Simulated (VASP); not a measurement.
Write the native input for VASP 6.6.1 that does the following.

```
Task                   : single point
Functional             : PBE
Potentials or basis    : VASP PAW PBE potentials, release 64 (Pt)
Cutoff                 : 520 eV
k mesh                 : 11 × 11 × 6
Occupations            : fermi-dirac, width 0.05 eV
Spin                   : no spin polarisation
Further INCAR settings : ALGO = Normal; EDIFF = 1e-07; NBANDS = 17
```

The structure of Pt lies in POSCAR:

```
Pt
1.0
    2.7606656158      0.0000000000      0.0000000000
   -1.3803328079      2.3908065546      0.0000000000
    0.0000000000      0.0000000000      4.7921340000
Pt
2
Direct
    0.3284440000      0.6879730000      0.2528560000
    0.6733180000      0.3227900000      0.7433810000
```

This isn't the form of Pt at room conditions, which is fcc.

The cell isn't the ideal one: atoms moved at random, drawn with an rms of 0.05 Å.

The input as run:

INCAR

```
PREC = Accurate
ENCUT = 520
EDIFF = 1E-7
ISMEAR = -1
SIGMA = 0.05
LREAL = F
LASPH = T
NELM = 80
ALGO = Normal
ISIF = 2
LWAVE = F
LCHARG = T
GGA = PE
LELF = T
LVHAR = T
NBANDS = 17
```

KPOINTS

```
regular mesh
0
Gamma
  11 11 6
```

Potentials or basis: VASP PAW PBE potentials, release 64 (Pt).

Launch:

```bash
$ cat potpaw_PBE.64/Pt/POTCAR > POTCAR
$ mpirun -np 1 vasp_std > vasp.out
```

Results of the run:

```yaml
Pressure: -0.8 GPa
Largest_force: 0.451 eV/Å
Band_gap_on_the_k_mesh: none (metal or under the smearing width)
```

Run time: 120 s on 1 thread of Intel(R) Xeon(R) Platinum 8488C (Sapphire Rapids), on a shared host, peak memory 0.28 GiB.
